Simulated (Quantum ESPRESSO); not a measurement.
# KI in Quantum ESPRESSO: the effect of target pressure

Crystal: KI.

```xyz
2
Lattice="0.0000 3.5328 3.5328 3.5328 0.0000 3.5328 3.5328 3.5328 0.0000" Properties=species:S:1:pos:R:3 pbc="T T T"
I     3.5328    3.5328    3.5328
K     0.0000    0.0000    0.0000
```

Alike in all runs:

- Program: Quantum ESPRESSO 7.5
- Task: phonons
- Functional: PBE
- Potentials or basis: PseudoDojo 0.4.1 SR PBE standard
- Cutoff: 1007 eV
- Density cutoff: 4027 eV
- k mesh: 4 × 4 × 4, shifted
- Occupations: fermi-dirac, width 0.05 eV
- Spin: no spin polarisation

Each run relaxes the cell or the atoms first.

```tsv
target pressure	relaxed volume (Å³/atom)	dielectric constant (mean)	highest phonon frequency (cm⁻¹)
0 GPa	46.28	2.80	88
5 GPa	35.86	3.23	151
10 GPa	?	?	?
20 GPa	27.26	3.95	233
40 GPa	22.88	4.74	293
```

Question: What does the run with target pressure 10 GPa give?

Answer: Relaxed volume 31.69 Å³/atom; dielectric constant 3.51 mean; highest phonon frequency 186 cm⁻¹.

Worked out: A parabola through the other rows of the relaxed volume, of slope -0.922 Å³/atom per GPa there, gives 33.40 Å³/atom, against the run's 31.69. A parabola through the other rows of the dielectric constant, of slope 0.0568  per GPa there, gives 3.46 , against the run's 3.51. A parabola through the other rows of the highest phonon frequency, of slope 7.12 cm⁻¹ per GPa there, gives 178 cm⁻¹, against the run's 186.

Caveats: the volume moved by over 15 % at a fixed basis, so the end points are rough (some runs); the cell is more than 3 GPa from zero pressure, which shifts response properties (some runs).
